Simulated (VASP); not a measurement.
# MgO (Fm-3m) in VASP: a series of runs

Runs on MgO. Level: r2SCAN+rVV10. Tasks: relaxation of cell and atoms.

Program: VASP 6.6.1. These are calculated values, not measurements. Logs are shortened: lines on timing, memory, paths and dates and some standing lists are left out, and cuts for length are marked.

**1. Starting point**

The structure is cubic, space group Fm-3m (No. 225). Conventional cell: a = 4.217 Å, b = 4.217 Å, c = 4.217 Å, α = 90.00°, β = 90.00°, γ = 90.00°. Mg (site symmetry m-3m) is surrounded by 6 O at 2.11 Å. O (site symmetry m-3m) has 6 Mg at 2.11 Å as nearest neighbours.

**2. Relaxation of cell and atoms, r2SCAN+rVV10**

The input, INCAR:

```
  PREC = Accurate
  ENCUT = 520
  EDIFF = 1E-7
  ISMEAR = 0
  SIGMA = 0.02
  LREAL = F
  LASPH = T
  NELM = 60
  ALGO = Normal
  ISIF = 3
  LWAVE = F
  LCHARG = F
  METAGGA = R2SCAN
  LMIXTAU = T
  LUSE_VDW = T
  IVDW_NL = 2
  BPARAM = 11.95
  CPARAM = 0.0093
  IBRION = 2
  NSW = 80
  EDIFFG = -0.002
```

The input, KPOINTS:

```
regular mesh
0
Gamma
  12 12 12
```

The input, POSCAR:

```
MgO
1.0
    0.0000000000      2.1085000000      2.1085000000
    2.1085000000      0.0000000000      2.1085000000
    2.1085000000      2.1085000000      0.0000000000
Mg O
1 1
Direct
    0.0000000000      0.0000000000      0.0000000000
    0.5000000000      0.5000000000      0.5000000000
```

Potentials or basis: VASP PAW PBE potentials, release 64 (Mg, O).

Command:

```
> cat potpaw_PBE.64/Mg/POTCAR potpaw_PBE.64/O/POTCAR > POTCAR
> mpirun -np 1 vasp_std > vasp.out
```

OUTCAR:

```text
PREC = Accurate
   ENCUT = 520
   EDIFF = 1E-7
   ISMEAR = 0
   LREAL = F
   LASPH = T
   NELM = 60
   ISIF = 3
   METAGGA = R2SCAN
   IVDW_NL = 2
   BPARAM = 11.95
   IBRION = 2
   NSW = 80
   EDIFFG = -0.002

 ion  position               nearest neighbor table
   1  0.000  0.000  0.000-   2 2.11   2 2.11   2 2.11   2 2.11   2 2.11   2 2.11
   2  0.500  0.500  0.500-   1 2.11   1 2.11   1 2.11   1 2.11   1 2.11   1 2.11

  LATTYP: Found a face centered cubic cell.
 ALAT       =     4.2170000000

  Lattice vectors:

 A1 = (   0.0000000000,   2.1085000000,   2.1085000000)
 A2 = (   2.1085000000,   0.0000000000,   2.1085000000)
 A3 = (   2.1085000000,   2.1085000000,   0.0000000000)

Analysis of symmetry for initial positions (statically):
=====================================================================
 Subroutine PRICEL returns:
 Original cell was already a primitive cell.

 Routine SETGRP: Setting up the symmetry group for a
 face centered cubic supercell.

 Subroutine GETGRP returns: Found 48 space group operations
 (whereof 48 operations were pure point group operations)
 out of a pool of 48 trial point group operations.

The static configuration has the point symmetry O_h .

Analysis of symmetry for dynamics (positions and initial velocities):
=====================================================================
 Subroutine PRICEL returns:
 Original cell was already a primitive cell.

 Routine SETGRP: Setting up the symmetry group for a
 face centered cubic supercell.

 Subroutine GETGRP returns: Found 48 space group operations
 (whereof 48 operations were pure point group operations)
 out of a pool of 48 trial point group operations.

The dynamic configuration has the point symmetry O_h .

 Subroutine INISYM returns: Found 48 space group operations
 (whereof 48 operations are pure point group operations),
 and found     1 'primitive' translations

----------------------------------------------------------------------------------------

                                     Primitive cell

  volume of cell :      18.7478

  direct lattice vectors                    reciprocal lattice vectors
     0.000000000  2.108500000  2.108500000    -0.237135404  0.237135404  0.237135404
     2.108500000  0.000000000  2.108500000     0.237135404 -0.237135404  0.237135404
     2.108500000  2.108500000  0.000000000     0.237135404  0.237135404 -0.237135404

  length of vectors
     2.981869296  2.981869296  2.981869296     0.410730569  0.410730569  0.410730569

[... 101 lines left out ...]
  volume/ion in A,a.u.               =       9.37        63.26
  Fermi-wavevector in a.u.,A,eV,Ry     =   1.232503  2.329092 20.668107  1.519063
  Thomas-Fermi vector in A             =   2.367270
   LORBIT       =      0    0 simple, 1 ext, 2 COOP (PROOUT), +10 PAW based schemes
   METAGGA = R2SCAN    functional components
   LHFCALC =     F    Hartree Fock is set to
   AEXX    =    0.0000 exact exchange contribution
   IVDW_NL    =     2    kernel type
   BPARAM     =11.9500
   IVDW    =     0    specifies the selected vdW correction
   LEPSILON=     F    determine dielectric tensor
   LRPA    =     F    only Hartree local field effects (RPA)
 conjugate gradient relaxation of ions
 non-spin polarized calculation
 Gauss-broadening in eV      SIGMA  =   0.02
  energy-cutoff  :      520.00
  volume of cell :       18.75
 maximum number of plane-waves:       532
 NGX is ok and might be reduce to    24
   NGX = 11   NGY = 11   NGZ = 11

--------------------------------------- Ionic step        1  -------------------------------------------

 number of electron       8.0000005 magnetization

 Free energy of the ion-electron system (eV)
  ---------------------------------------------------
  ext. energy  EPLUGINS =         0.00000000
  ---------------------------------------------------
  free energy    TOTEN  =       -15.88596782 eV

  energy without entropy =      -15.88596782  energy(sigma->0) =      -15.88596782

------------------------ aborting loop because EDIFF is reached ----------------------------------------

  FORCE on cell =-STRESS in cart. coord.  units (eV):
  Direction    XX          YY          ZZ          XY          YZ          ZX
  --------------------------------------------------------------------------------------
  -------------------------------------------------------------------------------------
  Total       -0.4208906     -0.4208906     -0.4208906      0.0000000      0.0000000     -0.0000000
  in kB      -35.9690527    -35.9690527    -35.9690527      0.0000000      0.0000000     -0.0000000
  external PRESSURE =     -35.9690527 kB  Pullay stress =       0.0000000 kB
[... 59 lines left out ...]
--------------------------------------- Ionic step        3  -------------------------------------------

 number of electron       8.0000003 magnetization

 Free energy of the ion-electron system (eV)
  ---------------------------------------------------
  ext. energy  EPLUGINS =         0.00000000
  ---------------------------------------------------
  free energy    TOTEN  =       -15.89058096 eV

  energy without entropy =      -15.89058096  energy(sigma->0) =      -15.89058096

 E-fermi :   3.0816     XC(G=0): -11.7305

 val. band max:        2.9000238419   @ k =   0.0000   0.0000   0.0000
 cond. band min:       8.6461234940   @ k =   0.0000   0.0000   0.0000
 fundamental gap:      5.7460996521
 Fermi energy:         3.0815627464

 k-point     1 :       0.0000    0.0000    0.0000
  band No.  band energies     occupation
      1     -15.3994      2.00000
      2       2.9000      2.00000
      3       2.9000      2.00000
      4       2.9000      2.00000
      5       8.6461      0.00000
      6      19.7992      0.00000
      7      19.7992      0.00000
      8      19.7992      0.00000
[... 243 lines left out ...]
 k-point    24 :      -0.4167    0.1667    0.0000
  band No.  band energies     occupation
      1     -14.0147      2.00000
      2      -1.3999      2.00000
      3       1.2723      2.00000
      4       2.0726      2.00000
      5      12.9691      0.00000
      6      16.5709      0.00000
      7      18.4104      0.00000
      8      21.1951      0.00000

 [... further k-points ...]

------------------------ aborting loop because EDIFF is reached ----------------------------------------

  FORCE on cell =-STRESS in cart. coord.  units (eV):
  Direction    XX          YY          ZZ          XY          YZ          ZX
  --------------------------------------------------------------------------------------
  -------------------------------------------------------------------------------------
  Total        0.0008219      0.0008219      0.0008219     -0.0000000     -0.0000000     -0.0000000
  in kB        0.0717860      0.0717860      0.0717860     -0.0000000     -0.0000000     -0.0000000
  external PRESSURE =       0.0717860 kB  Pullay stress =       0.0000000 kB
[... 17 lines left out ...]
  FREE ENERGIE OF THE ION-ELECTRON SYSTEM (eV)
  ---------------------------------------------------
  free  energy   TOTEN  =       -15.8905809561 eV

  energy  without entropy=      -15.8905809561  energy(sigma->0) =      -15.89058096

 reached required accuracy - stopping structural energy minimisation
```

It took 2.5 min on 1 thread of Intel Xeon Platinum 8488C (Sapphire Rapids), shared host; peak memory 0.23 GiB.

Results:

```yaml
Free_energy: -15.8906 eV
Relaxed_volume: 9.17 Å³/atom
Relaxed_cell: a = 2.960 Å, b = 2.960 Å, c = 2.960 Å, α = 60.00°, β = 60.00°, γ = 60.00°
Space_group_after_relaxing_to_0.05_Å: Fm-3m (No. 225)
Energy_gained_by_relaxing: 2.3 meV/atom
Ionic_steps: 3
Pressure_after_relaxing: 0.0 GPa
Band_gap_on_the_k_mesh: 5.75 eV, direct
```

The path:
```tsv
step	energy change (eV)	largest force (eV/Å)	pressure (GPa)	volume (Å³)
1	0.0000	0.0000	-3.60	18.75
2	-0.0038	0.0000	1.57	18.18
3	-0.0046	0.0000	0.01	18.34
```

Final structure:
```yaml
crystal:
  lattice:
    - [0.00000, 2.09327, 2.09327]
    - [2.09327, 0.00000, 2.09327]
    - [2.09327, 2.09327, 0.00000]
  atoms:
    - { symbol: Mg, position: [0.00000, 0.00000, 0.00000] }
    - { symbol: O, position: [0.50000, 0.50000, 0.50000] }
```

Caveat: the PAW data sets were made with another functional, which shifts forces and pressure a little. A k mesh can miss the band edges.

**3. Relaxation of cell and atoms, r2SCAN+rVV10**

This run uses another cell than the first one, of 9.17 Å³/atom, 0.978 times its volume.

INCAR is that of step 2.

KPOINTS is that of step 2.

The input, POSCAR:

```
MgO                                     
1.0
    0.0000000000      2.0932749165      2.0932749165
    2.0932749165      0.0000000000      2.0932749165
    2.0932749165      2.0932749165      0.0000000000
  Mg              O             
     1     1
Direct
     0.0000000000000000    0.0000000000000000    0.0000000000000000
     0.5000000000000000    0.5000000000000000    0.5000000000000000
```

Potentials or basis: VASP PAW PBE potentials, release 64 (Mg, O).

Command:

```
> cat potpaw_PBE.64/Mg/POTCAR potpaw_PBE.64/O/POTCAR > POTCAR
> mpirun -np 1 vasp_std > vasp.out
```

It took 70 s on 1 thread of Intel Xeon Platinum 8488C (Sapphire Rapids), shared host; peak memory 0.22 GiB.

Results (log left out):

```yaml
Free_energy: -15.8900 eV
Pressure_after_relaxing: 0.0 GPa
Band_gap_on_the_k_mesh: 5.75 eV, direct
```

Final structure:
```
CELL_PARAMETERS angstrom
0.00000 2.09327 2.09327
2.09327 0.00000 2.09327
2.09327 2.09327 0.00000
ATOMIC_POSITIONS crystal
Mg 0.00000 0.00000 0.00000
O 0.50000 0.50000 0.50000
```

Levels at points of the mesh, in eV from the valence-band top:
| k point | band 2 | band 3 | band 4 | band 5 | band 6 | band 7 |
| --- | --- | --- | --- | --- | --- | --- |
| (0.00, 0.00, 0.00) | 0.00 | 0.00 | 0.00 | 5.75 | 16.90 | 16.90 |
| (0.50, 0.00, 0.00) | -4.71 | -0.70 | -0.70 | 8.87 | 13.99 | 17.58 |
| (0.50, 0.50, 0.00) | -4.19 | -1.40 | -1.40 | 10.00 | 11.23 | 14.46 |

Caveat: the relaxation stopped at its first step, so nothing moved; the PAW data sets were made with another functional, which shifts forces and pressure a little.
